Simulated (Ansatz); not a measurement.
RuO$_{2}$ (rutile)

```
CELL_PARAMETERS angstrom
      4.46614     0.00000     0.00000
      0.00000     4.46614     0.00000
      0.00000     0.00000     3.09186
ATOMIC_POSITIONS crystal
  Ru 0.00000 0.00000 0.00000
  Ru 0.50000 0.50000 0.50000
  O  0.30608 0.30608 0.00000
  O  0.80608 0.19392 0.50000
  O  0.19392 0.80608 0.50000
  O  0.69392 0.69392 0.00000
```

This relaxed cell (volume V₀) is scaled evenly in all directions, its shape held. The atoms relax within the cell's symmetry.

These are PBEsol (plane waves to 420 eV, PAW, scalar-relativistic; Ansatz, an electronic-structure program) values and carry that method's errors. k mesh 11×11×15 (Γ-centred), Fermi-Dirac smearing 0.05 eV. Energies are smeared free energies. Compression counts positive. With the shape held, the modulus is that of even scaling; a crystal free to change shape is softer. RuO2 is run without spin polarisation and with no Hubbard U. RuO2 was relaxed with its symmetry unable to fall. ΔE is measured from the relaxed starting cell. The last digit holds for this mesh only.

```csv
V (Å³/atom),ΔE (meV/atom)
9.251,113.5
9.422,76.1
9.593,47.1
9.765,25.6
9.936,11.0
10.107,2.7
10.279,0.0
10.450,2.5
10.621,9.7
10.793,21.2
10.964,36.5
11.135,withheld
11.306,77.5
```

**Question.** Fit a third-order Birch-Murnaghan form (E₀, V₀, B₀, B₀′ free) to the given rows and predict ΔE at V = 11.135.

**Answer.** Least squares on the 12 given rows: ΔE = E₀ + (9V₀B₀/16)·y²·[2 + (B₀′ − 4)y], y = (V₀/V)^(2/3) − 1, with V₀ = 10.279 Å³/atom, B₀ = 289.7 GPa (160.2 GPa = 1 eV/Å³; the term in eV is multiplied by 1000), B₀′ = 4.70, E₀ = -0.01 meV/atom; root-mean-square residual 0.05 meV/atom. At 11.135 the fit gives 55.4 meV/atom; the calculation gives 55.4 meV/atom, the same to the digits shown. For the pressure the fit gives -19.2 GPa against the computed -19.2 GPa.

(A scan under strain: stresses follow from slopes of the energy per volume, elastic moduli from its curvatures.)
